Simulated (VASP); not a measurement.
# C (P6_3/mmc) in VASP: band structure with HF

Aim: the band structure of C with HF.

All numbers are computed with VASP 6.6.1; they aren't measurements. Logs are shortened: lines on timing, memory, paths and dates and some standing lists are left out, and cuts for length are marked.

## Step 1: The crystal as given

Symmetry: P6_3/mmc, No. 194, hexagonal system. The conventional cell has a = 2.466 Å, b = 2.466 Å, c = 6.722 Å, α = 90.00°, β = 90.00°, γ = 120.00°. C (site symmetry -6m2) has 3 C at 1.42 Å as nearest neighbours. Around C (site symmetry -6m2) lie 3 C at 1.42 Å.

## Step 2: Band structure, HF

Input file POSCAR:

```
C                                       
1.0
    2.4663721538     -0.0000000000     -0.0000000000
   -1.2331860770      2.1359409407      0.0000000000
    0.0000000000      0.0000000000      6.7218722559
  C             
     4
Direct
     0.0000000000000000    0.0000000000000000    0.2500000000000000
     0.0000000000000000    0.0000000000000000    0.7500000000000000
     0.3333333300000021    0.6666666699999979    0.2500000000000000
     0.6666666699999979    0.3333333300000021    0.7500000000000000
```

Input file INCAR.step1:

```
SYSTEM = C
PREC = Accurate ; ENCUT = 520
EDIFF = 1E-5 ; ISMEAR = 0
SIGMA = 0.02 ; LREAL = .FALSE.
LASPH = .TRUE. ; NELM = 100
ALGO = Normal ; ISIF = 2
LWAVE = .TRUE. ; LCHARG = .FALSE.
NBANDS = 16 ; KPAR = 4
GGA = PE
```

Input file INCAR.step2:

```
SYSTEM = C
PREC = Accurate ; ENCUT = 520
EDIFF = 1E-7 ; ISMEAR = 0
SIGMA = 0.02 ; LREAL = .FALSE.
LASPH = .TRUE. ; NELM = 100
ALGO = Normal ; ISIF = 2
LWAVE = .FALSE. ; LCHARG = .FALSE.
GGA = PE ; LHFCALC = .TRUE.
AEXX = 1.0 ; ALDAC = 0.0
AGGAC = 0.0 ; PRECFOCK = Fast
HFRCUT = -1 ; NBANDS = 16
KPAR = 4 ; ISTART = 1
```

Input file KPOINTS:

```
regular mesh
0
G
  9 9 4
  0 0 0
```

Input file KPOINTS_OPT:

```
path GMKGALHA,LM,KH
10
line-mode
reciprocal
 0.0000000000  0.0000000000  0.0000000000  G
 0.5000000000  0.0000000000  0.0000000000  M

 0.5000000000  0.0000000000  0.0000000000  M
 0.3333333333  0.3333333333  0.0000000000  K

 0.3333333333  0.3333333333  0.0000000000  K
 0.0000000000  0.0000000000  0.0000000000  G

 0.0000000000  0.0000000000  0.0000000000  G
 0.0000000000  0.0000000000  0.5000000000  A

 0.0000000000  0.0000000000  0.5000000000  A
 0.5000000000  0.0000000000  0.5000000000  L

 0.5000000000  0.0000000000  0.5000000000  L
 0.3333333333  0.3333333333  0.5000000000  H

 0.3333333333  0.3333333333  0.5000000000  H
 0.0000000000  0.0000000000  0.5000000000  A

 0.5000000000  0.0000000000  0.5000000000  L
 0.5000000000  0.0000000000  0.0000000000  M

 0.3333333333  0.3333333333  0.0000000000  K
 0.3333333333  0.3333333333  0.5000000000  H
```

Potentials or basis: VASP PAW PBE potentials, release 64 (C).

The run is started by

```console
$ cat potpaw_PBE.64/C/POTCAR > POTCAR
$ cp INCAR.step1 INCAR
$ mpirun -np 4 vasp_std > vasp.out
$ cp INCAR.step2 INCAR
$ mpirun -np 4 vasp_std > vasp.out
```

OUTCAR:

```text
SYSTEM = C
   PREC = Accurate
   ENCUT = 520
   EDIFF = 1E-7
   ISMEAR = 0
   LREAL = .FALSE.
   LASPH = .TRUE.
   NELM = 100
   ISIF = 2
   GGA = PE
   LHFCALC = .TRUE.
   AEXX = 1.0
   PRECFOCK = Fast
   ISTART = 1

 ion  position               nearest neighbor table
   1  0.000  0.000  0.250-   3 1.42   3 1.42   3 1.42
   2  0.000  0.000  0.750-   4 1.42   4 1.42   4 1.42
   3  0.333  0.667  0.250-   1 1.42   1 1.42   1 1.42
   4  0.667  0.333  0.750-   2 1.42   2 1.42   2 1.42

  LATTYP: Found a hexagonal cell.
 ALAT       =     2.4663721538
 C/A-ratio  =     2.7254087529

  Lattice vectors:

 A1 = (   2.4663721538,   0.0000000000,   0.0000000000)
 A2 = (  -1.2331860770,   2.1359409407,   0.0000000000)
 A3 = (   0.0000000000,   0.0000000000,   6.7218722559)

Analysis of symmetry for initial positions (statically):
=====================================================================
 Subroutine PRICEL returns:
 Original cell was already a primitive cell.

 Routine SETGRP: Setting up the symmetry group for a
 hexagonal supercell.

 Subroutine GETGRP returns: Found 24 space group operations
 (whereof 12 operations were pure point group operations)
 out of a pool of 24 trial point group operations.

The static configuration has the point symmetry D_3d.
 The point group associated with its full space group is D_6h.

Analysis of symmetry for dynamics (positions and initial velocities):
=====================================================================
 Subroutine PRICEL returns:
 Original cell was already a primitive cell.

 Routine SETGRP: Setting up the symmetry group for a
 hexagonal supercell.

 Subroutine GETGRP returns: Found 24 space group operations
 (whereof 12 operations were pure point group operations)
 out of a pool of 24 trial point group operations.

The dynamic configuration has the point symmetry D_3d.
 The point group associated with its full space group is D_6h.

 Subroutine INISYM returns: Found 24 space group operations
 (whereof 12 operations are pure point group operations),
 and found     1 'primitive' translations

----------------------------------------------------------------------------------------

[... 97 lines left out ...]
   LREAL  =      F    real-space projection
   EDIFFG = 0.1E-05   stopping-criterion for IOM
   NSW    =      0    number of steps for IOM
   IBRION =     -1    ionic relax: 0-MD 1-quasi-New 2-CG
   NFREE  =      0    steps in history (QN), initial steepest desc. (CG)
   ISIF   =      2    stress and relaxation
   ISYM   =      3    0-nonsym 1-usesym 2-fastsym
   POTIM  = 0.5000    time-step for ionic-motion
   TEBEG  =    0.0;   TEEND  =   0.0 temperature during run
   PSTRESS=    0.0 pullay stress
   NELECT =      16.0000    total number of electrons
   NUPDOWN=      -1.0000    fix difference up-down
   EMIN   =  10.00;   EMAX   =-10.00  energy-range for DOS
   EFERMI =   0.00;   METHOD = LEGACY
   ISMEAR =     0;   SIGMA  =   0.02  broadening in eV -4-tet -1-fermi 0-gaus
   EFERMI_NEDOS =   21; number of points for ismear=-14 and -15
   IALGO  =     38    algorithm
   IMIX   =      1    mixing-type and parameters
     AMIX     =   0.40;   BMIX     =  1.00
     AMIX_MAG =   1.60;   BMIX_MAG =  1.00
  volume/ion in A,a.u.               =       8.85        59.74
  Fermi-wavevector in a.u.,A,eV,Ry     =   1.256229  2.373928 21.471505  1.578111
  Thomas-Fermi vector in A             =   2.389947
   LORBIT       =      0    0 simple, 1 ext, 2 COOP (PROOUT), +10 PAW based schemes
   GGA     = PE    functional components
   LHFCALC =     T    Hartree Fock is set to
   PRECFOCK=fast      Normal, Fast or Accurate (Low or Medium for compatibility)
   ENCUT4O =  -1.0   cutoff for four orbital integrals eV
   NKREDX  =     1    reduce k-point grid by
   NKREDY  =     1    reduce k-point grid by
   NKREDZ  =     1    reduce k-point grid by
   AEXX    =    1.0000 exact exchange contribution
   HFSCREEN=    0.0000 screening length (either q_TF or 0.3 A-1)
   HFSCREENC=   0.0000 screening length for correlation (either q_TF or 0.3 A-1)
   ENCUTFOCK=  -1.0 apply spherical cutoff to Coloumb kernel
   IVDW    =     0    specifies the selected vdW correction
   LEPSILON=     F    determine dielectric tensor
   LRPA    =     F    only Hartree local field effects (RPA)
 non-spin polarized calculation
 Gauss-broadening in eV      SIGMA  =   0.02
  energy-cutoff  :      520.00
  volume of cell :       35.41
 maximum number of plane-waves:       979
  NGX = 12; NGY = 12; NGZ = 32

 number of electron      15.9999994 magnetization

 Free energy of the ion-electron system (eV)
  ---------------------------------------------------
  ext. energy  EPLUGINS =         0.00000000
  ---------------------------------------------------
  free energy    TOTEN  =       -61.58443539 eV

  energy without entropy =      -61.58429608  energy(sigma->0) =      -61.58436574

 E-fermi :   5.8214     XC(G=0):   0.0000

 val. band max:        5.8213894886   @ k =   0.3333   0.3333   0.2500
 cond. band min:       6.1131874100   @ k =   0.3333   0.3333   0.5000
 fundamental gap:      0.2917979215
 Fermi energy:         5.8213894886

 k-point     1 :       0.0000    0.0000    0.0000
  band No.  band energies     occupation
      1     -25.4491      2.00000
      2     -25.0748      2.00000
      3      -9.5251      2.00000
      4      -6.7482      2.00000
      5      -2.8427      2.00000
      6      -2.8426      2.00000
[... 433 lines left out ...]
      3     -15.9679      2.00000
      4     -15.8853      2.00000
      5     -12.2917      2.00000
      6     -12.2916      2.00000
[... 8 lines left out ...]
     15      24.1075      0.00000
     16      27.3375      0.00000

 [... further k-points ...]
[... 5 lines left out ...]
  --------------------------------------------------------------------------------------
  -------------------------------------------------------------------------------------
  Total       -2.8642811     -2.8642811      1.2800138      0.0000000      0.0000000      0.0000000
  in kB     -129.5949615   -129.5949615     57.9144774      0.0000000      0.0000000      0.0000000
  external PRESSURE =     -67.0918152 kB  Pullay stress =       0.0000000 kB

 VOLUME and BASIS-vectors are now :
 -----------------------------------------------------------------------------
  energy-cutoff  :      520.00
  volume of cell :       35.41
      direct lattice vectors                 reciprocal lattice vectors
     2.466372154  0.000000000  0.000000000     0.405453815  0.234088869  0.000000000
    -1.233186077  2.135940941  0.000000000     0.000000000  0.468177739  0.000000000
     0.000000000  0.000000000  6.721872256     0.000000000  0.000000000  0.148768076

 POSITION                                       TOTAL-FORCE (eV/Angst)
 -----------------------------------------------------------------------------------
      0.00000      0.00000      1.68047         0.000000      0.000000     -0.000000
      0.00000      0.00000      5.04140         0.000000      0.000000      0.000000
     -0.00000      1.42396      1.68047         0.000000      0.000000     -0.000000
      1.23319      0.71198      5.04140        -0.000000     -0.000000      0.000000
 -----------------------------------------------------------------------------------
    total drift:                               -0.000000     -0.000000     -0.000000

  FREE ENERGIE OF THE ION-ELECTRON SYSTEM (eV)
  ---------------------------------------------------
  free  energy   TOTEN  =       -61.5844353891 eV

  energy  without entropy=      -61.5842960830  energy(sigma->0) =      -61.58436574
```

OUTCAR.step1:

```text
SYSTEM = C
   PREC = Accurate
   ENCUT = 520
   EDIFF = 1E-5
   ISMEAR = 0
   LREAL = .FALSE.
[... 689 lines left out ...]
      0.00000      0.00000      5.04140        -0.000000     -0.000000     -0.000000
     -0.00000      1.42396      1.68047         0.000000      0.000000      0.000000
      1.23319      0.71198      5.04140        -0.000000      0.000000      0.000000
 -----------------------------------------------------------------------------------
    total drift:                               -0.000000      0.000000      0.000000

  FREE ENERGIE OF THE ION-ELECTRON SYSTEM (eV)
  ---------------------------------------------------
  free  energy   TOTEN  =       -36.8258822741 eV

  energy  without entropy=      -36.8253223976  energy(sigma->0) =      -36.82560234
```

It took 14 min on 4 MPI ranks of Intel Xeon 6975P-C (Granite Rapids), shared host; peak memory 0.23 GiB.

Results:

| Item | Value |
| --- | --- |
| Free energy | -61.5844 eV |
| Pressure | -6.7 GPa |
| Band gap along the path | none (metal or under the smearing width) |

Levels at the corners of the path, in eV from the Fermi level:
```
point  band 5  band 6  band 7  band 8  band 9  band 10  band 11  band 12
    Γ   -8.66   -8.66   -8.64   -8.64    7.21    13.89    13.89    13.97
    M  -13.05  -12.97   -6.32   -5.38    4.54     5.65    12.18    12.73
    M  -13.05  -12.97   -6.32   -5.38    4.54     5.65    12.18    12.73
    K  -18.11  -18.11   -2.04   -1.24   -0.99     2.81    15.27    15.28
    K  -18.11  -18.11   -2.04   -1.24   -0.99     2.81    15.27    15.28
    Γ   -8.66   -8.66   -8.64   -8.64    7.21    13.89    13.89    13.97
    Γ   -8.66   -8.66   -8.64   -8.64    7.21    13.89    13.89    13.97
    A   -8.65   -8.65   -8.65   -8.65   10.58    10.58    13.93    13.93
    A   -8.65   -8.65   -8.65   -8.65   10.58    10.58    13.93    13.93
    L  -13.01  -13.01   -5.79   -5.78    4.74     4.75    12.46    12.46
    L  -13.01  -13.01   -5.79   -5.78    4.74     4.75    12.46    12.46
    H  -18.12  -18.12    0.29    0.73    1.07     1.07    13.99    14.00
    H  -18.12  -18.12    0.29    0.73    1.07     1.07    13.99    14.00
    A   -8.65   -8.65   -8.65   -8.65   10.58    10.58    13.93    13.93
    L  -13.01  -13.01   -5.79   -5.78    4.74     4.75    12.46    12.46
    M  -13.05  -12.97   -6.32   -5.38    4.54     5.65    12.18    12.73
    K  -18.11  -18.11   -2.04   -1.24   -0.99     2.81    15.27    15.28
    H  -18.12  -18.12    0.29    0.73    1.07     1.07    13.99    14.00
```

Caveat: the PAW data sets were made with another functional, which shifts forces and pressure a little.
